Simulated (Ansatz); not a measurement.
# Li in Al(111), 2x2: scattering by a point defect

Aim: the resistance that Li in Al(111), 2x2 adds to the host.

Calculated with Ansatz 0.2.0; Ansatz plane-wave DFT, PBE, PAW files; ballistic transport by layer matching (Landauer), zero bias; PAW set soft_1, in the first sound run; inputs show where later runs differ.

### Step 1. Starting point

The cell holds 44 atoms: 43 Al and 1 Li. Cell: a = 5.725 Å, b = 5.725 Å, c = 25.761 Å, α = 86.8°, β = 93.2°, γ = 120.0°. It derives from Al. Regions: lead, 24 atoms (24 Al); scattering region, 20 atoms (19 Al and 1 Li). The structure is stacked along c, and the current runs across the ab planes.

### Step 2. Transmission at ideal sites

The defect sits in one plane of the supercell, all atoms on ideal sites; the layers about the cell's end are the lead. The mesh across the current, 12×12, is finer than the density's, because channels open and close sharply across the zone. Energies from -0.1 to 0.1 eV in steps of 0.05 eV are too few for the program's thermal sum, so it prints no conductance; for a metal the transmission near the Fermi level serves, at a fraction of the cost.

input.yaml

```yaml
crystal:
  lattice:
    - [5.7246940741, 0.0, 0.0]
    - [-2.862347037, 4.957730497, 0.0]
    - [-1.4311735185, 0.8262884162, 25.7080622609]
  atoms:
    - { symbol: Al, position: [0.0075757576, 0.9924242424, 0.0454545455] }
    - { symbol: Al, position: [0.0075757576, 0.4924242424, 0.0454545455] }
    - { symbol: Al, position: [0.5075757576, 0.9924242424, 0.0454545455] }
    - { symbol: Al, position: [0.5075757576, 0.4924242424, 0.0454545455] }
    - { symbol: Al, position: [0.1893939394, 0.3106060606, 0.1363636364] }
    - { symbol: Al, position: [0.1893939394, 0.8106060606, 0.1363636364] }
    - { symbol: Al, position: [0.6893939394, 0.3106060606, 0.1363636364] }
    - { symbol: Al, position: [0.6893939394, 0.8106060606, 0.1363636364] }
    - { symbol: Al, position: [0.3712121212, 0.1287878788, 0.2272727273] }
    - { symbol: Al, position: [0.3712121212, 0.6287878788, 0.2272727273] }
    - { symbol: Al, position: [0.8712121212, 0.1287878788, 0.2272727273] }
    - { symbol: Al, position: [0.8712121212, 0.6287878788, 0.2272727273] }
    - { symbol: Al, position: [0.053030303, 0.946969697, 0.3181818182] }
    - { symbol: Al, position: [0.053030303, 0.446969697, 0.3181818182] }
    - { symbol: Al, position: [0.553030303, 0.946969697, 0.3181818182] }
    - { symbol: Al, position: [0.553030303, 0.446969697, 0.3181818182] }
    - { symbol: Al, position: [0.2348484848, 0.2651515152, 0.4090909091] }
    - { symbol: Al, position: [0.2348484848, 0.7651515152, 0.4090909091] }
    - { symbol: Al, position: [0.7348484848, 0.2651515152, 0.4090909091] }
    - { symbol: Al, position: [0.7348484848, 0.7651515152, 0.4090909091] }
    - { symbol: Li, position: [0.4166666667, 0.0833333333, 0.5] }
    - { symbol: Al, position: [0.4166666667, 0.5833333333, 0.5] }
    - { symbol: Al, position: [0.9166666667, 0.0833333333, 0.5] }
    - { symbol: Al, position: [0.9166666667, 0.5833333333, 0.5] }
    - { symbol: Al, position: [0.0984848485, 0.9015151515, 0.5909090909] }
    - { symbol: Al, position: [0.0984848485, 0.4015151515, 0.5909090909] }
    - { symbol: Al, position: [0.5984848485, 0.9015151515, 0.5909090909] }
    - { symbol: Al, position: [0.5984848485, 0.4015151515, 0.5909090909] }
    - { symbol: Al, position: [0.2803030303, 0.2196969697, 0.6818181818] }
    - { symbol: Al, position: [0.2803030303, 0.7196969697, 0.6818181818] }
    - { symbol: Al, position: [0.7803030303, 0.2196969697, 0.6818181818] }
    - { symbol: Al, position: [0.7803030303, 0.7196969697, 0.6818181818] }
    - { symbol: Al, position: [0.4621212121, 0.0378787879, 0.7727272727] }
    - { symbol: Al, position: [0.4621212121, 0.5378787879, 0.7727272727] }
    - { symbol: Al, position: [0.9621212121, 0.0378787879, 0.7727272727] }
    - { symbol: Al, position: [0.9621212121, 0.5378787879, 0.7727272727] }
    - { symbol: Al, position: [0.1439393939, 0.8560606061, 0.8636363636] }
    - { symbol: Al, position: [0.1439393939, 0.3560606061, 0.8636363636] }
    - { symbol: Al, position: [0.6439393939, 0.8560606061, 0.8636363636] }
    - { symbol: Al, position: [0.6439393939, 0.3560606061, 0.8636363636] }
    - { symbol: Al, position: [0.3257575758, 0.1742424242, 0.9545454545] }
    - { symbol: Al, position: [0.3257575758, 0.6742424242, 0.9545454545] }
    - { symbol: Al, position: [0.8257575758, 0.1742424242, 0.9545454545] }
    - { symbol: Al, position: [0.8257575758, 0.6742424242, 0.9545454545] }
kpoints:
  mp_grid: { grid: [5, 5, 1] }
hamiltonian:
  xc: pbe
  pseudopotentials: { kind: paw, azcp: { folder: soft_1 } }
scf:
  occupations: { method: fermi_dirac, width: 0.1 }
output:
  transmission: { leads: [[0, 4]], kmesh: [12, 12], e_range: [-0.1, 0.1], de: 0.05 }
  write_potential: true
  write_density: true
  volumetric_format: npy
  elf: true
```

Launch:

```
> ansatz run input.yaml --threads 4 --pin off --max-ram 15360MiB --backend cpu --events-out ev --progress --plain --runs-dir out
```

Numbers of over 12 decimals in the logs are rounded to 6 here.

The log of the run:

```text
Engine: ansatz 0.2.0, aarch64-unknown-linux-gnu
Pseudopotentials: kind: paw
Pseudopotential: Al, paw, valence charge 3, recommended cutoff 420 eV (normal), soft_1/Al.paw.azcp
Pseudopotential: Li, paw, valence charge 3, recommended cutoff 420 eV (normal), soft_1/Li.paw.azcp
Functional definition: PBE
  parameter kappa = 0.804
  parameter beta = 0.066725
  exchange = pbe_x(kappa = kappa, mu = beta*pi^2/3)
  correlation = pbe_c(beta = beta)
Crystal: 44 atoms, lattice volume = 729.633 Å³
Basis set: ecut = 420 eV, 14337 PW (Γ)
Bands: 110, of which v1, the nominal top of the filled ones, is band 66 counted from 1 (65 counted from 0)
Symmetry: 4 space group operations
Space group: C2/m (ITA 12), of the structure as read, at distance tolerance 9.0e-5 Å
k-points: 9 of 25
Non-local potential: Al, projectors of the file, l = 0: 2, l = 1: 2, l = 2: 1
Non-local potential: Li, projectors of the file, l = 0: 3, l = 1: 2, l = 2: 1
PAW form: soft (Blöchl's): semilocal exchange-correlation on the pseudo side does not see the compensation charge
PAW one-centre angular grid: Al, 110 points (default); XC on 64 Gauss nodes
PAW one-centre angular grid: Li, 110 points (default); XC on 96 Gauss nodes
Initial density: superposition of atomic densities (chi_scale 0.1, normalization cell, long waves kept (reshape's long-wave potential 0.53 eV rms))
Initial wavefunctions: pseudopotential atomic-orbital guess
Functional: x = pbe(κ = 0.804, μ = 0.219515), c = pbe(β = 0.066725)
SCF iter   1: F=—  HF=-23322.246634 eV  |F-HF|=—  |Δ(HF+E_count)|=         —  Δρ=2.63e-2  dr2=2.04e2  ethr=3.10e-3  ⟨swp⟩=6.9  Hψ=5152  notcnv=0  defer=13
preconditioner: auto → Kerker (q_TF=auto, 2.052 Å⁻¹)  [metal: Δε(μ)=0.055 eV  Ē_g=6.690 eV  σ=0.100 eV  W_gap=0.14  n_scr=94 (ndim 8)  ℏωp=15.7 eV  f_vac=0.000  D(μ)=18.44/eV (n_scr^D=100)]
SCF iter   2: F=—  HF=-23319.322716 eV  |F-HF|=—  |Δ(HF+E_count)|=    2.92e0  Δρ=1.63e-2  dr2=5.02e1  ethr=3.10e-3  ⟨swp⟩=3.0  Hψ=1277  notcnv=0  defer=84
SCF iter   3: F=—  HF=-23317.721729 eV  |F-HF|=—  |Δ(HF+E_count)|=    1.60e0  Δρ=2.98e-3  dr2=1.30e-1  ethr=3.10e-3  ⟨swp⟩=2.8  Hψ=1223  notcnv=0  defer=86
SCF iter   4: F=—  HF=-23317.679180 eV  |F-HF|=—  |Δ(HF+E_count)|=   4.25e-2  Δρ=6.59e-4  dr2=6.11e-3  ethr=9.81e-5  ⟨swp⟩=1.6  Hψ=1007  notcnv=0  defer=97
SCF iter   5: F=—  HF=-23317.677149 eV  |F-HF|=—  |Δ(HF+E_count)|=   2.03e-3  Δρ=1.03e-4  dr2=6.69e-4  ethr=4.63e-6  ⟨swp⟩=2.8  Hψ=1375  notcnv=0  defer=93
SCF iter   6: F=—  HF=-23317.677117 eV  |F-HF|=—  |Δ(HF+E_count)|=   3.18e-5  Δρ=2.56e-5  dr2=4.35e-5  ethr=5.07e-7  ⟨swp⟩=1.6  Hψ=902  notcnv=0  defer=93
SCF iter   7: F=—  HF=-23317.677131 eV  |F-HF|=—  |Δ(HF+E_count)|=   1.41e-5  Δρ=5.74e-6  dr2=2.79e-6  ethr=3.30e-8  ⟨swp⟩=1.8  Hψ=975  notcnv=0  defer=93
SCF iter   8: F=—  HF=-23317.677131 eV  |F-HF|=—  |Δ(HF+E_count)|=   1.45e-7  Δρ=1.09e-6  dr2=1.24e-7  ethr=2.11e-9  ⟨swp⟩=1.8  Hψ=1213  notcnv=0  defer=93
SCF iter   9: F=-23317.677131 eV  HF=-23317.677131 eV  |F-HF|=6.33e-10  |Δ(HF+E_count)|=   7.88e-9  Δρ=1.79e-7  dr2=7.70e-10  ethr=7.58e-11  ⟨swp⟩=21.0  Hψ=4114  notcnv=0
SCF 1 converged in 9 iterations: F = -23317.677131 eV  dr2 = 7.70e-10
  greatest PAW one-centre occupation: 1.000 electrons in one spin orbital (limit 2), on the Li atom at site 20 (counted from 0), in its partial waves of l = 0
transmission: 142 of 1376 steps passed
transmission: 278 of 1376 steps passed
[...]
transmission: 1376 of 1376 steps passed
SCF converged after 9 iterations
Free energy (F): -23317.677131 eV
Harris-Foulkes:  -23317.677131 eV  (|F-HF|=6.33e-10)
Internal energy: -23317.025017 eV  (E = F + TS)
E sigma→0 (E₀):  -23317.351074 eV
Entropy (-TS):   -0.652114 eV (-14.821 meV/atom)
Fermi energy:    7.814356 eV
--- Per-component energies (eV) ---
  E_band       = 361.116539
  E_kinetic    = 978.717643
  E_local      = 314.690417  (includes V_loc(G=0)·N_el)
  E_nonlocal   = 409.746865
  E_hartree    = 43.633934
  E_xc         = -1626.384022
  E_vxc        = -1261.787264  (∫ρ·V_xc dr)
  E_paw        = -20208.147956  (= ΣΔE_a)
  E_vpaw       = -167.519065  (= ΣTr[D̂ρ^β])
  E_aug_tail   = 0.000164  (compensation charges beyond the density's cutoff)
  E_ewald      = -3229.282062
  E_smearing   = -0.652114  (= −TS)
  E_closure    = -0.000000  (closes the sum)
  Σ components = -23317.677131   (vs F -23317.677131, Δ=0.00e0)
--- Band table (eV; the first three rows and the last of 9) ---
  k-point 0: bands = [... 62 lower, 6.5461, 6.5723, 6.5817, 6.6637, 6.6727, 7.0248, 7.2996, 7.3305, ... 40 higher]
  k-point 1: bands = [... 62 lower, 6.7959, 6.8308, 6.9229, 7.1199, 7.2471, 7.4421, 7.5561, 7.6066, ... 40 higher]
  k-point 2: bands = [... 62 lower, 7.8502, 7.8833, 7.9373, 8.0183, 8.0659, 8.0958, 8.1404, 8.2040, ... 40 higher]
  k-point 8: bands = [... 62 lower, 7.8080, 7.8852, 7.8896, 7.9499, 7.9758, 8.0659, 8.1362, 8.1606, ... 40 higher]
--- Transmission ---
  basis      : 253 plane waves across, 32 finite elements along
  points     : 43, standing for a mesh of 12 x 12
  energies   : 5 from -0.100000 to 0.100000 eV about the Fermi level, 0.050000 eV apart; the leads are filled to 0.000000 eV, and channels, transmission and decay are at 0.000000 eV
  crystal 0  : Al4, at the sites [0, 4], period 2.3371 Å, over 23.37 Å; its Hamiltonian steps by up to 9.0 meV
    offset         : up to 0.0000 Å between an atom of the period and one for which it stands
    channels       : 5.590278e0 a spin
    conductance    : none, the energies end too early or step too widely for 300 K: set another output.transmission.e_range or a lower de, or, where they end at an eighth of basis.ecutwfc, a higher one
  junction   : crystal 0 to crystal 0, 0.70 to 24.07 Å
    transmission   : 4.571168e0 a spin
    conductance    : none, the energies end too early or step too widely for 300 K: set another output.transmission.e_range or a lower de, or, where they end at an eighth of basis.ecutwfc, a higher one
```

Elapsed: 5.7 min, on 4 threads of Arm Neoverse V1, shared host; peak memory 2.5 GiB; 21 min of CPU time.

Numbers from this step:

```
free energy                                    : -23317.6771 eV
energy at zero smearing                        : -23317.3511 eV
Fermi energy                                   : 7.814 eV
cell area                                      : 28.38 Å²
transmission per spin nearest the Fermi level  : 4.571
open channels per spin nearest the Fermi level : 5.590
step of the lead's potential                   : 9 meV
```

Per spin. The transmission, zone mean by energy, zero at the Fermi level:

```
energy (eV)  transmission, zone mean
    -0.1000                     4.62
    -0.0500                     4.58
     0.0000                     4.57
     0.0500                     4.61
     0.1000                     4.63
```

Per spin. Open channels, zone mean, lead against energy, zero at the Fermi level:

```
energy (eV)  open channels, zone mean, lead
    -0.1000                            5.59
    -0.0500                            5.59
     0.0000                            5.59
     0.0500                            5.51
     0.1000                            5.67
```

Transmission over k1 and k2. At 0.0000 eV from the Fermi level.

Values, 12 rows by 12 columns:
```
4.13 5.13 4.09 4.92 4.92 4.05 5.13 4.13 2.97 3.40 3.40 2.97
3.59 4.09 3.72 5.91 5.95 5.90 3.73 4.11 3.59 3.40 3.00 3.40
3.52 4.92 5.91 4.05 5.98 5.98 4.05 5.91 4.92 3.50 3.40 3.40
3.59 4.92 5.95 5.98 6.01 4.31 6.01 5.98 5.95 4.92 3.59 2.97
4.13 4.05 5.90 5.98 4.31 6.05 6.05 4.31 5.98 5.91 4.11 4.13
3.92 5.13 3.73 4.05 6.01 6.05 6.12 6.05 6.01 4.05 3.73 5.13
4.13 4.13 4.11 5.91 5.98 4.31 6.05 6.05 4.31 5.98 5.90 4.05
3.59 2.97 3.59 4.92 5.95 5.98 6.01 4.31 6.01 5.98 5.95 4.92
3.52 3.40 3.40 3.50 4.92 5.91 4.05 5.98 5.98 4.05 5.91 4.92
3.59 3.40 3.00 3.40 3.59 4.11 3.73 5.90 5.95 5.91 3.72 4.09
4.13 2.97 3.40 3.40 2.97 4.13 5.13 4.05 4.92 4.92 4.09 5.13
3.92 4.13 3.59 3.52 3.59 4.13 3.92 4.13 3.59 3.52 3.59 4.13
```
Columns: k1 (b1) from -0.5 to 0.417; rows upwards: k2 (b2) from -0.5 to 0.417.

Open channels over k1 and k2. At 0.0000 eV from the Fermi level.

Ten even steps from '0' (3.00) to '9' (7.00):
```
577997750220
572999275202
299599599222
599995999950
579959959975
272599999527
557995995997
505999959999
222299599599
520257299927
502205779977
255255255255
```
Columns: k1 (b1) from -0.5 to 0.417; rows upwards: k2 (b2) from -0.5 to 0.417.

ELF in the ca plane at fractional y = 0.083, with atoms of Li and Al within 0.2 Å of it. It is the smooth field of the valence electrons, not physical close to the nuclei.

Values, 8 rows by 16 columns, each cell a mean:
```
0.40 0.28 0.61 0.56 0.30 0.46 0.57 0.34 0.22 0.58 0.54 0.30 0.45 0.60 0.44 0.23
0.38 0.24 0.61 0.58 0.37 0.52 0.58 0.52 0.42 0.58 0.60 0.50 0.51 0.54 0.57 0.54
0.48 0.58 0.56 0.43 0.58 0.59 0.54 0.48 0.48 0.50 0.58 0.59 0.49 0.50 0.57 0.54
0.47 0.59 0.56 0.47 0.51 0.59 0.59 0.19 0.13 0.44 0.64 0.38 0.50 0.60 0.45 0.20
0.40 0.28 0.60 0.57 0.30 0.49 0.60 0.25 0.55 0.39 0.62 0.29 0.46 0.60 0.44 0.23
0.38 0.24 0.60 0.58 0.36 0.54 0.60 0.17 0.14 0.44 0.64 0.49 0.51 0.54 0.58 0.54
0.48 0.58 0.56 0.44 0.58 0.59 0.55 0.44 0.47 0.51 0.57 0.59 0.49 0.50 0.57 0.54
0.47 0.59 0.56 0.47 0.52 0.57 0.58 0.54 0.44 0.58 0.59 0.40 0.50 0.61 0.45 0.20
```
Columns run along c (16.0 Å, from fractional 0.19 to 0.81 of the cell), rows up along a (5.7 Å). Atoms in or near the plane, at fractional coordinates: Li at (0.50, 0.42), Al at (0.50, 0.92).

Valence density in the ca plane at fractional y = 0.083, with atoms of Li and Al within 0.2 Å of it. It is the smooth field of the valence electrons, not physical close to the nuclei.

Ten steps, logarithmic in the rise over the least value, from '0' (0.1 e/Å³) to '9' (7.4 e/Å³), each cell a mean:
```
22112222222111122222200012222111111222221001
21001222221111112222200022222211112222222112
21001222222111122222211122222221122222222222
22112222222211222222222211122222222122222221
12222222222222222211111111122222222122222222
11222222212222222211000001122222222222222222
11222222222222222211001100122211112222221111
12222222222111122110058610112211111222221001
22111222221111122110179820112211111222221111
21001222221111122110158510112211112222222222
21111222222111122210001000122222222222222221
22222222222222222211000001122222222122222221
11222222212222222211111111122222222222222222
11222222212222222221122222222221122222222112
12222222222211222222211122222211111222221001
```
Columns run along c (16.0 Å, from fractional 0.19 to 0.81 of the cell), rows up along a (5.7 Å). Atoms in or near the plane, at fractional coordinates: Li at (0.50, 0.42), Al at (0.50, 0.92).

Electrostatic potential energy in the ca plane at fractional y = 0.083, with atoms of Li and Al within 0.2 Å of it. With pseudopotentials it is smooth inside the atoms' cores, unlike the true potential.

Ten even steps from '0' (-9.6 eV) to '9' (9.7 eV), each cell a mean:
```
72110488777999988996159615999999999999822870
51683279999999999996159616998899997778851112
41682279888999988887312137887789974236876457
61111588645799865788743578864468851014898889
86446886201588643589988899852358840004888768
98888984000478633589998999864578863237873113
98767885212588765789875689987789987778841440
85212687656899888899710158999999999899822981
61351379888999999998500048999999998889831541
41793179989999998999610169988889986567863124
50351388777899877899865689875678862125887778
74113787423688754689998999853368740004898888
98778885100478632589988899853368851015886446
99888985100478644688753478876679975467851111
97545786423789877888402127888899998889822871
```
Columns run along c (16.0 Å, from fractional 0.19 to 0.81 of the cell; values clipped at the 3rd and 97th percentile), rows up along a (5.7 Å). Atoms in or near the plane, at fractional coordinates: Li at (0.50, 0.42), Al at (0.50, 0.92).

Over the solved energies the transmission per spin lies between 4.57 and 4.63, out of 5.59 channels of the lead on average (up to 5.67).

### Step 3. Resistance at ideal sites

This step: Ansatz plane-wave DFT, PBE, PAW files; ballistic transport by layer matching (Landauer), zero bias; area resistance of the defect plane and resistivity an atomic per cent; PAW set soft_1 (Ansatz 0.2.0).

This step gave:

- area resistance: 0.1402 fΩ m²
- T over the leads' mean channel count: 0.8245
- resistivity per at.% scaled from this dense plane, with the factor 3/4 for isotropic scattering: 1.799 µΩ cm

Averaged over the energies near the Fermi level, 82.5 % of the channels pass, which makes 0.140 fΩ m².

By hand, with T and the leads' channels N averaged over the energies near the Fermi level: RA = A (h/2e²)(1/T − 1/N) = 28.38×10⁻²⁰ m² × 12 906 Ω × (1/4.586 − 1/5.562) = 0.140 fΩ m². Per atomic per cent: RA × A / V_atom × 0.01 × 3/4 = 1.80 µΩ cm, with the host's V_atom = 16.58 Å³.

(Continued in part 2 of 2.)

[Logs are printed without paths, hosts, clocks, repeated set-up lines and the standing remarks that a program may print on its own settings, such as how far it seeks lower states.]

[Hosts, paths, dates, database ids (printed as entryN), source tags and the programs' standing remarks are cut or masked in the printed files.]
